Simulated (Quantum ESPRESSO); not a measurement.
Runs of Quantum ESPRESSO 7.5 on PbSe (Clausthalite). Symmetry: Fm-3m, No. 225, cubic system. The conventional cell has a = 6.121 Å, b = 6.121 Å, c = 6.121 Å, α = 90.00°, β = 90.00°, γ = 90.00°. Pb (site symmetry m-3m) is surrounded by 6 Se at 3.06 Å. Around Se (site symmetry m-3m) lie 6 Pb at 3.06 Å. 

| task | potentials or basis | k mesh | cutoff (eV) | gap on the mesh (eV) | pressure (GPa) |
| --- | --- | --- | --- | --- | --- |
| band structure | SSSP 1.3 efficiency PBE | 8 × 8 × 8 | 748 | 0.30 | 2.4 |
| band structure | JTH 2.0 PBE | 8 × 8 × 8 | 612 | 0.29 | (a) |
| single point | SG15 PBE 1.2 | 6 × 6 × 6 | 952 | 0.28 | 2.4 |
| band structure | PseudoDojo 0.4.1 SR PBE standard | 8 × 8 × 8 | 1170 | 0.30 | 2.4 |
| band structure | SPMS 1.0 PBE | 8 × 8 × 8 | 952 | 0.30 | 2.3 |

Alike in all rows: level PBE; no spin polarisation; cell as given; smearing fermi-dirac 0.05 eV.

Fill in the values left out.

(a) 2.5.

Caveats: spin-orbit coupling is left out, which as a rule narrows the gap of such compounds by several tenths of an eV; some levels on the path didn't converge (some runs); the cutoff is low for these files, which shifts pressure and relaxed volume (some runs).

A k mesh can miss the band edges, and the runs leave out spin-orbit coupling on Pb, Se.

The runs don't all hold the same shells in valence.
